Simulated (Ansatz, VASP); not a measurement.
One calculation of CO2, two programs

File INCAR:

```
SYSTEM = CO2
PREC = Accurate ; ENCUT = 520
EDIFF = 1E-6 ; ISMEAR = 0
SIGMA = 0.02 ; LREAL = .FALSE.
LASPH = .TRUE. ; NELM = 80
ALGO = Normal ; ISIF = 2
LWAVE = .FALSE. ; LCHARG = .FALSE.
GGA = PS ; NBANDS = 44
```

Contents of KPOINTS:

```
Automatic mesh
0
G
  4 4 4
  0 0 0
```

The input POSCAR:

```
CO2
1.0
    5.3917697732      0.0000000000      0.0000000000
    0.0000000000      5.3917697732      0.0000000000
    0.0000000000      0.0000000000      5.3917697732
C O
4 8
Direct
    0.0000000000      0.0000000000      0.0000000000
    0.5000000000      0.0000000000      0.5000000000
    0.5000000000      0.5000000000      0.0000000000
    0.0000000000      0.5000000000      0.5000000000
    0.1248130550      0.1248130550      0.1248130550
    0.3751869450      0.8751869450      0.6248130550
    0.6248130550      0.3751869450      0.8751869450
    0.8751869450      0.6248130550      0.3751869450
    0.8751869450      0.8751869450      0.8751869450
    0.6248130550      0.1248130550      0.3751869450
    0.3751869450      0.6248130550      0.1248130550
    0.1248130550      0.3751869450      0.6248130550
```

Input for Ansatz:

```yaml
crystal:
  lattice:
    - [5.3917697732, 0.0, 0.0]
    - [0.0, 5.3917697732, 0.0]
    - [0.0, 0.0, 5.3917697732]
  atoms:
    - { symbol: C, position: [0.0, 0.0, 0.0] }
    - { symbol: C, position: [0.5, 0.0, 0.5] }
    - { symbol: C, position: [0.5, 0.5, 0.0] }
    - { symbol: C, position: [0.0, 0.5, 0.5] }
    - { symbol: O, position: [0.124813055, 0.124813055, 0.124813055] }
    - { symbol: O, position: [0.375186945, 0.875186945, 0.624813055] }
    - { symbol: O, position: [0.624813055, 0.375186945, 0.875186945] }
    - { symbol: O, position: [0.875186945, 0.624813055, 0.375186945] }
    - { symbol: O, position: [0.875186945, 0.875186945, 0.875186945] }
    - { symbol: O, position: [0.624813055, 0.124813055, 0.375186945] }
    - { symbol: O, position: [0.375186945, 0.624813055, 0.124813055] }
    - { symbol: O, position: [0.124813055, 0.375186945, 0.624813055] }
basis:
  ecutwfc: 420
kpoints:
  mp_grid: { grid: [4, 4, 4] }
  band_path:
    path:
      - [[0.0, 0.0, 0.0], [0.0, 0.5, 0.0], [0.5, 0.5, 0.0], [0.0, 0.0, 0.0], [0.5, 0.5, 0.5], [0.0, 0.5, 0.0]]
      - [[0.5, 0.5, 0.5], [0.5, 0.5, 0.0], [0.5, 0.0, 0.0]]
    npoints: 12
hamiltonian:
  xc: pbesol
scf:
  occupations: { method: gaussian, width: 0.02 }
  n_extra_bands: 6
output:
  forces: true
  stress: true
  eigenvalues: true
```

Alike in both runs: task single point; functional PBEsol; k mesh 4 × 4 × 4; occupations gaussian, width 0.02 eV; no spin polarisation.

```csv
,VASP,Ansatz
version,VASP 6.6.1,Ansatz 0.2.0
potentials or method,"VASP PAW PBE potentials, release 64 (C, O)","scalar-relativistic, plane waves, PAW"
plane-wave cutoff (eV),520,420
valence electrons in the cell,64,64
```

|  | VASP | Ansatz | Ansatz less VASP |
| --- | --- | --- | --- |
| gap on the k mesh at the Fermi level (eV) | 6.83 | 6.85 | +0.027 |
| least direct gap on the mesh (eV) | 6.83 | 6.85 | +0.027 |
| pressure (GPa) | 3.6 | 1.7 | -1.90 |
| rms of the force components (eV/Å) | 0.333 | 0.000 | -0.3334 |

Atom by atom the forces differ by 0.333 eV/Å (rms over components). One of these differences is far larger than is usual between the two programs; its cause wasn't traced.

Caveats: the standard files for N, O and F lose accuracy on very short bonds; the PAW data sets were made with another functional, which shifts forces and pressure a little (VASP). A k mesh can miss the band edges.
